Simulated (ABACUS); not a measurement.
Runs of ABACUS 3.10.1 on Sc. The structure is hexagonal, space group P6_3/mmc (No. 194). Conventional cell: a = 3.309 Å, b = 3.309 Å, c = 5.273 Å, α = 90.00°, β = 90.00°, γ = 120.00°. Around Sc (site symmetry -6m2) lie 12 Sc at 3.26 to 3.31 Å. 

```tsv
task	level	potentials or basis	k mesh	cutoff (eV)	radial cutoff of the potentials (pseudo_rcut)	SCF threshold on the density	eigensolver	symmetry key	threshold of the eigensolver	mesh quality	gap on the mesh (eV)	pressure (GPa)	V0 of scaled cells (Å³/atom)	B0 (GPa)
single point	PBE	GBRV ultrasoft 1.5 PBE, plane waves	6 × 6 × 4	544	10 bohr	1e-08	dav	1	-	coarse	none	-1.0	-	-
single point	rSCAN	SG15 ONCV 1.2 PBE, plane waves	6 × 6 × 3	1238	10 bohr	1e-08	dav	1	-	coarse	none	(b)	-	-
single point	LDA	PseudoDojo NC SR 0.4.1 LDA stringent, plane waves	7 × 7 × 4	1075	10 bohr	1e-08	dav	1	-	not flagged	none	-5.4	-	-
single point	PBE	SPMS ONCV 1.0 PBE, plane waves	6 × 6 × 4	1075	7 bohr	1e-08	dav	1	-	coarse	none	-0.8	-	-
single point	PBE	PseudoDojo NC SR 0.4.1 PBE standard, plane waves	9 × 9 × 5	1075	10 bohr	1e-08	dav	1	-	not flagged	none	-0.7	-	-
equation of state	rSCAN	SG15 ONCV 1.2 PBE, plane waves	6 × 6 × 3	1238	10 bohr	1e-08	dav	1	-	coarse	-	-	24.97	(c)
equation of state	PBE	PseudoDojo NC SR 0.4.1 PBE standard, DZP LCAO (the cutoffs set its grid)	9 × 9 × 5	1361	10 bohr	1e-07	genelpa	1	-	not flagged	-	-	24.80	(a)
```

Alike in all rows: no spin polarisation; cell as given; smearing fermi-dirac 0.05 eV.

**Question.** Estimate the missing entries.

**Answer.** (a) 55; (b) -0.1; (c) 54.

Caveats: some runs use coarse meshes; the potentials were made for another functional, which shifts forces and pressure (some runs); the cell was scaled at fixed shape and fractional positions, which overstates the stiffness of a crystal with free parameters, most of all of layers and chains (some runs); the atomic orbitals were generated for these runs and aren't a published set (some runs); the basis of atomic orbitals isn't converged, which shifts pressures, moduli and gaps (some runs).

A k mesh can miss the band edges.

A gap of «none» marks a metal or a gap under the smearing width.

Not every run made on this cell is shown here.
